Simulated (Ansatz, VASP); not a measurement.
Pt in VASP and in Ansatz

File INCAR:

```
SYSTEM = Pt
ALGO = Normal
EDIFF = 1E-6
ENCUT = 520
GGA = PS
ISIF = 2
ISMEAR = 0
LASPH = .True.
LCHARG = .False.
LREAL = .False.
LWAVE = .False.
NBANDS = 17
NELM = 100
PREC = Accurate
SIGMA = 0.15
```

File KPOINTS:

```
k-points
0
Gamma
  18 18 10
  0 0 0
```

File POSCAR:

```
Pt
1.0
    2.8710922404      0.0000000000      0.0000000000
   -1.4355461202      2.4864388168      0.0000000000
    0.0000000000      0.0000000000      4.4087632800
Pt
2
Direct
    0.6666666667      0.3333333333      0.7500000000
    0.3333333333      0.6666666667      0.2500000000
```

Input for Ansatz:

```yaml
crystal:
  lattice:
    - [2.8710922404, 0.0, 0.0]
    - [-1.4355461202, 2.4864388168, 0.0]
    - [0.0, 0.0, 4.40876328]
  atoms:
    - { symbol: Pt, position: [0.6666666667, 0.3333333333, 0.75] }
    - { symbol: Pt, position: [0.3333333333, 0.6666666667, 0.25] }
basis:
  ecutwfc: 420
kpoints:
  mp_grid: { grid: [18, 18, 10] }
hamiltonian:
  xc: pbesol
scf:
  occupations: { method: gaussian, width: 0.15 }
output:
  forces: true
  stress: true
  eigenvalues: true
  write_density: true
  write_potential: true
  elf: true
  volumetric_format: npy
```

Change from the starting cell: strain +0.040 along x and y, -0.080 along z, atoms carried along.

Alike in both runs: task single point; functional PBEsol; k mesh 18 × 18 × 10; occupations gaussian, width 0.15 eV; no spin polarisation.

```csv
,VASP,Ansatz
version,VASP 6.6.1,Ansatz 0.2.0
potentials or method,"VASP PAW PBE potentials, release 64 (Pt)","scalar-relativistic, plane waves, PAW"
plane-wave cutoff (eV),520,420
valence electrons in the cell,20,36
```

VASP gave:

| Property | Result |
| --- | --- |
| gap on the k mesh at the Fermi level (eV) | none |
| pressure (GPa) | -8.9 |
| largest component of the traceless stress (GPa) | 6.31 |

Problem. What did Ansatz give for the same quantities?

Solution. gap on the k mesh at the Fermi level (eV): none; pressure (GPa): -8.5; largest component of the traceless stress (GPa): 6.29.

A gap of «none» marks a metal or a gap that the smearing closes. The functional is the same, so the differences come from potentials, cutoffs and numerics. The two sets of potentials don't hold the same shells in valence.

Caveats: the PAW data sets were made with another functional, which shifts forces and pressure a little (VASP). Spin-orbit coupling is left out, which matters for the levels of Pt.
